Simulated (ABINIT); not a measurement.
# Ti (P6_3/mmc) in ABINIT: further runs, part 2 of 2

ABINIT 10.8.3 (patched build). Earlier steps stand in the parts before.

## Step 3: Band structure, revPBE

Contents of run.abi:

```
# Datasets: ground state, then fixed potential
ndtset 2

# Pseudopotentials
pp_dirpath "./"
pseudos "Ti.GGA_PBE-JTH.xml"

# Structure
acell 3*1.0
rprim
     5.5746920676     0.0000000000     0.0000000000
    -2.7873460338     4.8278249489     0.0000000000
     0.0000000000     0.0000000000     8.8439182632
ntypat 1
znucl 22
natom 2
typat 1 1
xcart
     1.4750000001     0.8515916470     3.5100000000
    -0.0000000001     1.7031832942     1.1700000000 Angstrom

# Plane-wave basis
ecut 15.0
pawecutdg 30.0

# Exchange and correlation
ixc 14

# Bands and occupations
occopt 3
tsmear 0.00183747

# SCF cycle
nstep 100

# Output
iomode 3
prtwf 0
prteig 0
prtebands 0
enunit 1
prtden1 1

# Dataset 1
kptopt1 1
ngkpt1 10 10 6
nshiftk1 1
shiftk1 0.0 0.0 0.0
nband1 16
tolvrs1 1.0e-9

# Dataset 2: bands along G-M-K-G-A-L-H-A
iscf2 -2
getden2 1
nband2 20
nbdbuf2 2
tolwfr2 1.0e-12
kptopt2 -7
ndivsm2 8
prteig2 1
kptbounds2
     0.0000000000     0.0000000000     0.0000000000
     0.5000000000     0.0000000000     0.0000000000
     0.3333333333     0.3333333333     0.0000000000
     0.0000000000     0.0000000000     0.0000000000
     0.0000000000     0.0000000000     0.5000000000
     0.5000000000     0.0000000000     0.5000000000
     0.3333333333     0.3333333333     0.5000000000
     0.0000000000     0.0000000000     0.5000000000
```

Potentials or basis: JTH PAW PBE v2.0.

Command:

```bash
> abinit run.abi > log 2>&1
```

run.abo:

```text
.Version 10.8.3 of ABINIT
 DATASET    1 : space group P6_3/m m c (#194); Bravais hP (primitive hexag.)
================================================================================
 Values of the parameters that define the memory need for DATASET  1.
     intxc =       0    ionmov =       0      iscf =      17    lmnmax =      18
     lnmax =       6     mgfft =      32  mpssoang =       3    mqgrid =    3001
     natom =       2  nloc_mem =       2    nspden =       1   nspinor =       1
    nsppol =       1      nsym =      24    n1xccc =       1    ntypat =       1
    occopt =       3   xclevel =       2
       mpw =         679          nfft =       12800          nkpt =          56
 PAW method is used; the additional fine FFT grid is defined by:
   mgfftf=        45    nfftf =     40500
================================================================================
================================================================================

 DATASET    2 : space group P6_3/m m c (#194); Bravais hP (primitive hexag.)
================================================================================
 Values of the parameters that define the memory need for DATASET  2.
     intxc =       0    ionmov =       0      iscf =      -2    lmnmax =      18
     lnmax =       6     mgfft =      32  mpssoang =       3    mqgrid =    3001
     natom =       2  nloc_mem =       2    nspden =       1   nspinor =       1
    nsppol =       1      nsym =      24    n1xccc =       1    ntypat =       1
    occopt =       3   xclevel =       2
       mpw =         687          nfft =       12800          nkpt =          89
 PAW method is used; the additional fine FFT grid is defined by:
   mgfftf=        45    nfftf =     40500
================================================================================
================================================================================

--------------------------------------------------------------------------------
------------- Echo of variables that govern the present computation ------------
--------------------------------------------------------------------------------
 -outvars: echo values of preprocessed input variables --------
            acell      1.0000000000E+00  1.0000000000E+00  1.0000000000E+00 Bohr
              amu      4.78800000E+01
             ecut      1.50000000E+01 Hartree
           enunit           1
           getden1          0
           getden2          1
             iscf1         17
             iscf2         -2
                       outvar_i_n : Printing only first  50 k-points.
              ixc          14
           jdtset        1    2
                       outvar_i_n : Printing only first  50 k-points.
           kptopt1          1
           kptopt2         -7
         kptrlatt       10    0    0      0   10    0      0    0    6
          kptrlen1     5.30635096E+01
          kptrlen2     3.00000000E+01
            natom           2
            nband1         16
            nband2         20
           nbdbuf1          0
           nbdbuf2          2
           ndtset           2
           ndivsm1          0
           ndivsm2          8
            ngfft          20      20      32
          ngfftdg          30      30      45
             nkpt1         56
             nkpt2         89
            nstep         100
             nsym          24
[... 962 lines left out ...]
 -9.2555E-01 -9.2555E-01  1.2247E-01  1.2247E-01  2.8280E-01  2.8281E-01
  3.0585E-01  3.0585E-01  3.0666E-01  3.0666E-01  3.8228E-01  3.8228E-01
  3.8268E-01  3.8268E-01
 Non-SCF case, kpt   89 (  0.00000  0.00000  0.50000), residuals and eigenvalues=
  2.75E-13  5.14E-13  3.04E-13  4.13E-13  2.61E-13  1.24E-13  3.31E-13  6.41E-13
  1.11E-13  1.25E-13  1.16E-13  3.01E-14  7.18E-13  3.23E-14  4.19E-13  3.63E-13
  5.21E-13  2.02E-13  2.95E-13  7.89E-13
 -1.8098E+00 -1.8098E+00 -9.3769E-01 -9.3769E-01 -9.2551E-01 -9.2551E-01
 -9.2551E-01 -9.2551E-01  1.2146E-01  1.2146E-01  2.8361E-01  2.8361E-01
  3.0601E-01  3.0601E-01  3.0601E-01  3.0601E-01  3.8240E-01  3.8240E-01
  3.8240E-01  3.8240E-01

--- !ResultsGS
iteration_state: {dtset: 2, }
comment   : Summary of ground state results
lattice_vectors:
- [  5.5746921,   0.0000000,   0.0000000, ]
- [ -2.7873460,   4.8278249,   0.0000000, ]
- [  0.0000000,   0.0000000,   8.8439183, ]
lattice_lengths: [   5.57469,    5.57469,    8.84392, ]
lattice_angles: [ 90.000,  90.000, 120.000, ] # degrees, (23, 13, 12)
lattice_volume:   2.3802201E+02
convergence: {deltae:  0.000E+00, res2:  0.000E+00, residm:  1.000E-12, diffor:  0.000E+00, }
etotal    :  -1.17195853E+02
entropy   :   0.00000000E+00
fermie    :   2.80466156E-01
cartesian_stress_tensor: null
pressure_GPa: null
xred      :
- [  6.6667E-01,   3.3333E-01,   7.5000E-01, Ti]
- [  3.3333E-01,   6.6667E-01,   2.5000E-01, Ti]
cartesian_forces: null
force_length_stats: {min: null, max: null, mean: null, }
...

 Integrated electronic density in atomic spheres:
 ------------------------------------------------
 Atom  Sphere_radius  Integrated_density
    1        2.30803         10.13704993
    2        2.30803         10.13704993

================================================================================

 ----iterations are completed or convergence reached----

 Mean square residual over all n,k,spin=   43.980E-14; max=  99.998E-14
 reduced coordinates (array xred) for    2 atoms
       0.666666667009      0.333333333675      0.750000000342
       0.333333333676      0.666666667008      0.250000000342

 cartesian coordinates (angstrom) at end:
    1      1.47499999949358     0.85159164735773     3.50999999919983
    2      0.00000000050642     1.70318329384227     1.17000000080017
 length scales=  1.000000000000  1.000000000000  1.000000000000 bohr
              =  0.529177210544  0.529177210544  0.529177210544 angstroms
 Eigenvalues (   eV  ) for nkpt=  89  k points:
 kpt#   1, nband= 20, wtk=  1.00000, kpt=  0.0000  0.0000  0.0000 (reduced coord)
 -49.31127  -49.18342  -25.84453  -25.23192  -25.23192  -25.17354  -25.13660  -25.13660
   1.46953    4.98471    8.33546    8.41695    8.41695    8.51196    8.90331    8.90331
   9.26107    9.26107   10.75257   10.75257
 kpt#   2, nband= 20, wtk=  1.00000, kpt=  0.0333  0.0000  0.0000 (reduced coord)
 -49.31023  -49.18303  -25.84221  -25.23676  -25.23355  -25.17452  -25.14166  -25.13723
   1.50061    5.00952    8.27354    8.32290    8.43867    8.59302    8.88690    8.92269
   9.23668    9.24324   10.76215   10.84871
 kpt#   3, nband= 20, wtk=  1.00000, kpt=  0.0667  0.0000  0.0000 (reduced coord)
 -49.30714  -49.18179  -25.83527  -25.25104  -25.23833  -25.17746  -25.15657  -25.13912
   1.59323    5.08257    8.10614    8.17668    8.50354    8.69974    8.84269    8.98038
   9.17828    9.19218   10.78927   11.10500
 kpt#   4, nband= 20, wtk=  1.00000, kpt=  0.1000  0.0000  0.0000 (reduced coord)
 -49.30210  -49.17983  -25.82388  -25.27421  -25.24597  -25.18237  -25.18052  -25.14227
   1.74557    5.19929    7.87283    8.00931    8.61028    8.73628    8.84774    9.07496
   9.10426    9.11386   10.82893   11.46483
 kpt#   5, nband= 20, wtk=  1.00000, kpt=  0.1333  0.0000  0.0000 (reduced coord)
[... 325 lines left out ...]
   3.54666    3.54666    7.54884    7.54885    8.27068    8.27069    8.48160    8.48160
  10.37979   10.37979   10.47859   10.47859
 kpt#  87, nband= 20, wtk=  1.00000, kpt=  0.0392  0.0392  0.5000 (reduced coord)
 -49.24471  -49.24471  -25.51847  -25.51847  -25.19871  -25.19871  -25.18909  -25.18909
   3.41431    3.41432    7.63538    7.63539    8.30615    8.30615    8.39676    8.39676
  10.39334   10.39334   10.43707   10.43707
 kpt#  88, nband= 20, wtk=  1.00000, kpt=  0.0196  0.0196  0.5000 (reduced coord)
 -49.24696  -49.24696  -25.51644  -25.51643  -25.18808  -25.18808  -25.18557  -25.18557
   3.33264    3.33264    7.69551    7.69553    8.32273    8.32274    8.34463    8.34463
  10.40246   10.40246   10.41328   10.41328
 kpt#  89, nband= 20, wtk=  1.00000, kpt=  0.0000  0.0000  0.5000 (reduced coord)
 -49.24772  -49.24772  -25.51581  -25.51581  -25.18439  -25.18439  -25.18439  -25.18439
   3.30503    3.30504    7.71731    7.71733    8.32708    8.32708    8.32708    8.32708
  10.40563   10.40563   10.40563   10.40563

== END DATASET(S) ==============================================================
================================================================================

 -outvars: echo values of variables after computation  --------
            acell      1.0000000000E+00  1.0000000000E+00  1.0000000000E+00 Bohr
           etotal1    -1.1719585262E+02
            fcart1     3.8640989536E-28  1.1154692855E-27 -0.0000000000E+00
                      -3.8640989536E-28 -1.1154692855E-27 -0.0000000000E+00
            rprim      5.5746920676E+00  0.0000000000E+00  0.0000000000E+00
                      -2.7873460338E+00  4.8278249489E+00  0.0000000000E+00
                       0.0000000000E+00  0.0000000000E+00  8.8439182632E+00
           strten1    -3.7643515463E-05 -3.7643516203E-05 -2.6075603477E-05
                       0.0000000000E+00  0.0000000000E+00  0.0000000000E+00
           xangst      1.4749999995E+00  8.5159164736E-01  3.5099999992E+00
                       5.0641681877E-10  1.7031832938E+00  1.1700000008E+00
             xred      6.6666666701E-01  3.3333333368E-01  7.5000000034E-01
                       3.3333333368E-01  6.6666666701E-01  2.5000000034E-01
 Calculation completed.
```

Wall time 35 s (1 thread of Arm Neoverse V1, shared host); peak memory 0.11 GiB.

What came out:

```yaml
Free_energy: -3189.0616 eV
Pressure: 1.0 GPa
Band_gap_on_the_k_mesh: none (metal or under the smearing width)
Valence_electrons_inside_the_program's_atomic_spheres: Ti 10.14 (radii [1.2214] Å)
```

Stress tensor (GPa, compression positive):
```
1.11 0.00 0.00
0.00 1.11 0.00
0.00 0.00 0.77
```

Levels at the corners of the path, in eV from the Fermi level:
| point | band 10 | band 11 | band 12 | band 13 | band 14 | band 15 |
| --- | --- | --- | --- | --- | --- | --- |
| Γ | -2.65 | 0.70 | 0.79 | 0.79 | 0.88 | 1.27 |
| M | -2.11 | -1.80 | -0.64 | 0.51 | 0.62 | 1.16 |
| K | -1.37 | -1.37 | -1.28 | 0.24 | 0.24 | 1.49 |
| Γ | -2.65 | 0.70 | 0.79 | 0.79 | 0.88 | 1.27 |
| A | -4.33 | 0.09 | 0.09 | 0.70 | 0.70 | 0.70 |
| L | -2.50 | -0.79 | -0.79 | 1.29 | 1.29 | 1.73 |
| H | -1.22 | -1.04 | -1.04 | -0.22 | -0.22 | 1.67 |
| A | -4.33 | 0.09 | 0.09 | 0.70 | 0.70 | 0.70 |

Caveat: the PAW data sets were made with another functional, which shifts forces and pressure a little.

## Step 4: Equation of state, PBE

Contents of run.abi:

```
ndtset 7
getwfk -1
scalecart1 3*0.9795861087
scalecart2 3*0.9864848297
scalecart3 3*0.9932883884
scalecart4 3*1.0000000000
scalecart5 3*1.0066227096
scalecart6 3*1.0131594038
scalecart7 3*1.0196128224

pp_dirpath "./"
pseudos "Ti.GGA_PBE-JTH.xml"

acell 3*1.0
rprim
     5.5746920676     0.0000000000     0.0000000000
    -2.7873460338     4.8278249489     0.0000000000
     0.0000000000     0.0000000000     8.8439182632
ntypat 1
znucl 22
natom 2
typat 1 1
xred
     0.6666666667     0.3333333333     0.7500000000
     0.3333333333     0.6666666667     0.2500000000

ecut 10.0
pawecutdg 20.0

kptopt 1
ngkpt 10 10 6
nshiftk 1
shiftk 0.0 0.0 0.0

ixc 11

nband 16
occopt 3
tsmear 0.00183747

nstep 100
tolvrs 1.0e-9

iomode 3
prtwf 1
prtden 0
prteig 0
prtebands 0
```

Potentials or basis: JTH PAW PBE v2.0.

Command:

```bash
> abinit run.abi > log 2>&1
```

run.abo:

```text
.Version 10.8.3 of ABINIT
 DATASET    1 : space group P6_3/m m c (#194); Bravais hP (primitive hexag.)
================================================================================
 Values of the parameters that define the memory need for DATASET  1.
     intxc =       0    ionmov =       0      iscf =      17    lmnmax =      18
     lnmax =       6     mgfft =      27  mpssoang =       3    mqgrid =    3001
     natom =       2  nloc_mem =       2    nspden =       1   nspinor =       1
    nsppol =       1      nsym =      24    n1xccc =       1    ntypat =       1
    occopt =       3   xclevel =       2
       mpw =         346          nfft =        6912          nkpt =          56
 PAW method is used; the additional fine FFT grid is defined by:
   mgfftf=        36    nfftf =     20736
================================================================================
================================================================================
[... 71 lines left out ...]
 DATASET    7 : space group P6_3/m m c (#194); Bravais hP (primitive hexag.)
================================================================================
 Values of the parameters that define the memory need for DATASET  7.
     intxc =       0    ionmov =       0      iscf =      17    lmnmax =      18
     lnmax =       6     mgfft =      27  mpssoang =       3    mqgrid =    3001
     natom =       2  nloc_mem =       2    nspden =       1   nspinor =       1
    nsppol =       1      nsym =      24    n1xccc =       1    ntypat =       1
    occopt =       3   xclevel =       2
       mpw =         392          nfft =        8748          nkpt =          56
 PAW method is used; the additional fine FFT grid is defined by:
[... 1412 lines left out ...]
            acell      1.0000000000E+00  1.0000000000E+00  1.0000000000E+00 Bohr
           etotal1    -1.1729374599E+02
           etotal2    -1.1729446452E+02
           etotal3    -1.1729481108E+02
           etotal4    -1.1729475134E+02
           etotal5    -1.1729434202E+02
           etotal6    -1.1729369007E+02
           etotal7    -1.1729269906E+02
            fcart1    -0.0000000000E+00 -0.0000000000E+00 -0.0000000000E+00
                      -0.0000000000E+00 -0.0000000000E+00 -0.0000000000E+00
            fcart2     5.8755575919E-28  1.4699770615E-27 -0.0000000000E+00
                      -5.8755575919E-28 -1.4699770615E-27 -0.0000000000E+00
            fcart3    -1.9451042611E-28  1.1230064688E-28 -0.0000000000E+00
                       1.9451042611E-28 -1.1230064688E-28 -0.0000000000E+00
            fcart4     1.4490371076E-28  8.3660196413E-29 -0.0000000000E+00
                      -1.4490371076E-28 -8.3660196413E-29 -0.0000000000E+00
            fcart5    -0.0000000000E+00 -0.0000000000E+00 -0.0000000000E+00
                      -0.0000000000E+00 -0.0000000000E+00 -0.0000000000E+00
[... 38 lines left out ...]
                       0.0000000000E+00  0.0000000000E+00  0.0000000000E+00
           xangst1     1.4448895093E+00  8.3420734718E-01  3.4383472392E+00
                       1.7368241863E-17  1.6684146944E+00  1.1461157464E+00
           xangst2     1.4550651228E+00  8.4008224036E-01  3.4625617499E+00
                      -2.4434753105E-17  1.6801644807E+00  1.1541872500E+00
           xangst3     1.4651003719E+00  8.4587609411E-01  3.4864422409E+00
                       1.7479139333E-16  1.6917521882E+00  1.1621474136E+00
           xangst4     1.4749999990E+00  8.5159164648E-01  3.5099999976E+00
                      -2.9598923428E-17  1.7031832930E+00  1.1699999992E+00
           xangst5     1.4847684956E+00  8.5723149066E-01  3.5332457083E+00
                      -4.8478454023E-17  1.7144629813E+00  1.1777485694E+00
           xangst6     1.4944101196E+00  8.6279808483E-01  3.5561895049E+00
                       4.3706808355E-17  1.7255961697E+00  1.1853965016E+00
           xangst7     1.5039289120E+00  8.6829376220E-01  3.5788410042E+00
                       4.1240945766E-17  1.7365875244E+00  1.1929470014E+00
             xred      6.6666666667E-01  3.3333333333E-01  7.5000000000E-01
                       3.3333333333E-01  6.6666666667E-01  2.5000000000E-01
 Calculation completed.
```

Wall time 59 s (1 thread of Arm Neoverse V1, shared host); peak memory 0.13 GiB.

What came out:

* Equilibrium volume: 17.41 Å³/atom
* Bulk modulus at fixed shape and positions: 109 GPa
* Pressure derivative of the bulk modulus: 3.8 (rough: it moves with the points fitted)

Energy against volume, from the lowest point:
| volume (Å³/atom) | energy (meV/atom) |
| --- | --- |
| 16.577 | 14.49 |
| 16.930 | 4.72 |
| 17.283 | 0.00 |
| 17.636 | 0.81 |
| 17.988 | 6.38 |
| 18.341 | 15.25 |
| 18.694 | 28.74 |

Caveat: the cutoff is too short for stress, so the log's stress isn't used; pressures at fixed basis lie under the slope of the energies; the cell was scaled at fixed shape and fractional positions, which overstates the stiffness of a crystal with free parameters, most of all of layers and chains.

## Step 5: Summary

```csv
task,level,cutoff (eV),fine-grid cutoff,gap on the mesh (eV),pressure (GPa)
band structure,RPBE,408,816.342 eV,none,1.8
band structure,revPBE,408,816.342 eV,none,1.0
equation of state,PBE,272,544.228 eV,-,-
```

Alike in all rows: potentials or basis JTH PAW PBE v2.0; no spin polarisation; cell as given; k mesh 10 × 10 × 6; smearing fermi-dirac 0.05 eV.

Caveats: the PAW data sets were made with another functional, which shifts forces and pressure a little (some runs); pressures at fixed basis lie under the slope of the energies (some runs); the cell was scaled at fixed shape and fractional positions, which overstates the stiffness of a crystal with free parameters, most of all of layers and chains (some runs).

Total energies depend on the potentials used, so only differences within one code and one set of settings carry meaning.
